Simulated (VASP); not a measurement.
# Pt (Im-3m) in VASP: notebook, part 2 of 2

VASP 6.6.1. Earlier steps stand in the parts before.

### 3 Single point, PBE

This run uses another cell than the first one, of 16.41 Å³/atom, 1.090 times its volume.

Input file INCAR:

```
SYSTEM = Pt
PREC = Accurate ; ENCUT = 520
EDIFF = 1E-7 ; ISMEAR = 0
SIGMA = 0.05 ; LREAL = .False.
LASPH = .True. ; NELM = 80
ALGO = Normal ; ISIF = 2
LWAVE = .False. ; LCHARG = .False.
GGA = PE ; NBANDS = 11
```

Input file KPOINTS:

```
Automatic mesh
0
Gamma
  18 18 18
  0 0 0
```

Input file POSCAR:

```
Pt
1.0
   -1.6008142741      1.6008142741      1.6008142741
    1.6008142741     -1.6008142741      1.6008142741
    1.6008142741      1.6008142741     -1.6008142741
Pt
1
Direct
    0.0000000000      0.0000000000      0.0000000000
```

Potentials or basis: VASP PAW PBE potentials, release 64 (Pt).

Run with:

```console
$ cat potpaw_PBE.64/Pt/POTCAR > POTCAR
$ mpirun -np 1 vasp_std > vasp.out
```

OUTCAR:

```text
SYSTEM = Pt
   PREC = Accurate
   ENCUT = 520
   EDIFF = 1E-7
   ISMEAR = 0
   LREAL = .False.
   LASPH = .True.
   NELM = 80
   ISIF = 2
   GGA = PE

 ion  position               nearest neighbor table
   1  0.000  0.000  0.000-

  LATTYP: Found a body centered cubic cell.
 ALAT       =     3.2016285482

  Lattice vectors:

 A1 = (  -1.6008142741,   1.6008142741,   1.6008142741)
 A2 = (   1.6008142741,  -1.6008142741,   1.6008142741)
 A3 = (   1.6008142741,   1.6008142741,  -1.6008142741)
[... 516 lines left out ...]
     11      33.6043      0.00000

 [... further k-points ...]

------------------------ aborting loop because EDIFF is reached ----------------------------------------

  FORCE on cell =-STRESS in cart. coord.  units (eV):
  Direction    XX          YY          ZZ          XY          YZ          ZX
  --------------------------------------------------------------------------------------
  -------------------------------------------------------------------------------------
  Total       -0.8580503     -0.8580503     -0.8580503      0.0000000      0.0000000      0.0000000
  in kB      -83.7800226    -83.7800226    -83.7800226      0.0000000      0.0000000      0.0000000
  external PRESSURE =     -83.7800226 kB  Pullay stress =       0.0000000 kB

 VOLUME and BASIS-vectors are now :
 -----------------------------------------------------------------------------
  energy-cutoff  :      520.00
  volume of cell :       16.41
      direct lattice vectors                 reciprocal lattice vectors
    -1.600814274  1.600814274  1.600814274     0.000000000  0.312341043  0.312341043
     1.600814274 -1.600814274  1.600814274     0.312341043  0.000000000  0.312341043
     1.600814274  1.600814274 -1.600814274     0.312341043  0.312341043  0.000000000

 POSITION                                       TOTAL-FORCE (eV/Angst)
 -----------------------------------------------------------------------------------
      0.00000      0.00000      0.00000        -0.000000     -0.000000      0.000000
 -----------------------------------------------------------------------------------
    total drift:                                0.000000      0.000000     -0.000000

  FREE ENERGIE OF THE ION-ELECTRON SYSTEM (eV)
  ---------------------------------------------------
  free  energy   TOTEN  =        -5.9911202999 eV

  energy  without entropy=       -5.9902718163  energy(sigma->0) =       -5.99069606
```

OSZICAR:

```text
N       E                     dE             d eps       ncg     rms          rms(c)
DAV:   1     0.401435434679E+02    0.40144E+02   -0.53439E+03  4378   0.841E+02
DAV:   2    -0.573105627687E+01   -0.45875E+02   -0.43897E+02  4845   0.175E+02
DAV:   3    -0.635443221742E+01   -0.62338E+00   -0.62263E+00  5035   0.196E+01
DAV:   4    -0.635694795752E+01   -0.25157E-02   -0.25156E-02  4917   0.147E+00
DAV:   5    -0.635696965526E+01   -0.21698E-04   -0.21697E-04  5078   0.127E-01    0.976E+00
DAV:   6    -0.602145540570E+01    0.33551E+00   -0.85048E-01  4587   0.706E+00    0.516E+00
DAV:   7    -0.599370771962E+01    0.27748E-01   -0.10299E-01  4950   0.242E+00    0.230E+00
DAV:   8    -0.599126010449E+01    0.24476E-02   -0.33176E-03  4628   0.486E-01    0.467E-01
DAV:   9    -0.599111847475E+01    0.14163E-03   -0.70364E-05  4896   0.739E-02    0.454E-02
DAV:  10    -0.599112047368E+01   -0.19989E-05   -0.21742E-06  5037   0.128E-02    0.504E-03
DAV:  11    -0.599112030097E+01    0.17271E-06   -0.25873E-08  3818   0.143E-03    0.645E-04
DAV:  12    -0.599112029989E+01    0.10810E-08   -0.23827E-09  2784   0.385E-04
   1 F= -.59911203E+01 E0= -.59906961E+01  d E =-.848484E-03
```

stdout:

```text
POSCAR found type information on POSCAR Pt
 POSCAR found :  1 types and       1 ions
 scaLAPACK will be used
 LDA part: xc-table for (Slater+PW92), standard interpolation
 POSCAR, INCAR and KPOINTS ok, starting setup
 FFT: planning ... GRIDC
 FFT: planning ... GRID_SOFT
 FFT: planning ... GRID
 WAVECAR not read
 entering main loop
```

It took 37 s on 1 thread of AMD EPYC 7R13 (Zen 3), shared host; peak memory 0.14 GiB.

Results:

| Item | Value |
| --- | --- |
| Free energy | -5.9911 eV |
| Pressure | -8.4 GPa |
| Band gap on the k mesh | none (metal or under the smearing width) |

Levels at points of the mesh, in eV from the Fermi level:
| k point | band 3 | band 4 | band 5 | band 6 | band 7 | band 8 |
| --- | --- | --- | --- | --- | --- | --- |
| (0.00, 0.00, 0.00) | -3.32 | -3.32 | -0.98 | -0.98 | 17.06 | 17.06 |
| (0.50, 0.00, 0.00) | -1.16 | -0.69 | 0.35 | 0.92 | 5.94 | 13.21 |
| (0.50, 0.50, 0.50) | 0.44 | 0.44 | 0.44 | 7.54 | 7.54 | 7.54 |

The run has no spin-orbit coupling, so splittings on Pt are missing.

### 4 Single point, PBE

This run uses another cell than the first one, of 15.83 Å³/atom, 1.051 times its volume.

Input file INCAR:

```
PREC     = Accurate       # precision mode
ENCUT    = 520            # plane-wave cutoff, eV
EDIFF    = 1E-7           # SCF threshold, eV
ISMEAR   = 0              # smearing method
SIGMA    = 0.05           # smearing width, eV
LREAL    = F              # projectors in reciprocal space
LASPH    = T              # aspherical terms in the spheres
NELM     = 60             # most SCF steps
ALGO     = Normal         # electronic algorithm
ISIF     = 2              # what is computed and relaxed
LWAVE    = F              # write WAVECAR
LCHARG   = F              # write CHGCAR
GGA      = PE             # functional
NBANDS   = 11             # bands
```

Input file KPOINTS:

```
Automatic mesh
0
Gamma
  18 18 18
```

Input file POSCAR:

```
Pt
1.0
   -1.5817423462      1.5817423462      1.5817423462
    1.5817423462     -1.5817423462      1.5817423462
    1.5817423462      1.5817423462     -1.5817423462
Pt
1
Direct
    0.0000000000      0.0000000000      0.0000000000
```

Run with:

```console
$ cat potpaw_PBE.64/Pt/POTCAR > POTCAR
$ mpirun -np 1 vasp_std > vasp.out
```

Wall time 22 s (1 thread of AMD EPYC 7R13 (Zen 3), shared host); peak memory 0.12 GiB.

Results (log left out):

```
Free energy            : -6.0076 eV
Pressure               : -0.7 GPa
Band gap on the k mesh : none (metal or under the smearing width)
```

Levels at points of the mesh, in eV from the Fermi level:
| k point | band 1 | band 2 | band 3 | band 4 | band 5 | band 6 | band 7 | band 8 | band 9 | band 10 |
| --- | --- | --- | --- | --- | --- | --- | --- | --- | --- | --- |
| (0.00, 0.00, 0.00) | -9.52 | -3.51 | -3.51 | -3.51 | -1.04 | -1.04 | 17.06 | 17.06 | 17.06 | 27.07 |
| (0.50, 0.00, 0.00) | -6.59 | -4.93 | -1.22 | -0.72 | 0.24 | 1.00 | 6.24 | 13.23 | 15.80 | 23.97 |
| (0.50, 0.50, 0.50) | -6.09 | -6.09 | 0.48 | 0.48 | 0.48 | 7.62 | 7.62 | 7.62 | 12.72 | 18.95 |

### 5 Summary

| cell | gap on the mesh (eV) | pressure (GPa) |
| --- | --- | --- |
| Im-3m, 15.06 Å³/atom | none | 12.9 |
| Im-3m, 16.41 Å³/atom | none | -8.4 |
| Im-3m, 15.83 Å³/atom | none | -0.7 |

Alike in all rows: task single point; level PBE; potentials or basis VASP PAW PBE potentials, release 64 (Pt); no spin polarisation; k mesh 18 × 18 × 18; cutoff (eV) 520; smearing gaussian 0.05 eV.

Every run on the cell as given and a fine mesh finds a metal.

Total energies depend on the potentials used, so only differences within one code and one set of settings carry meaning.
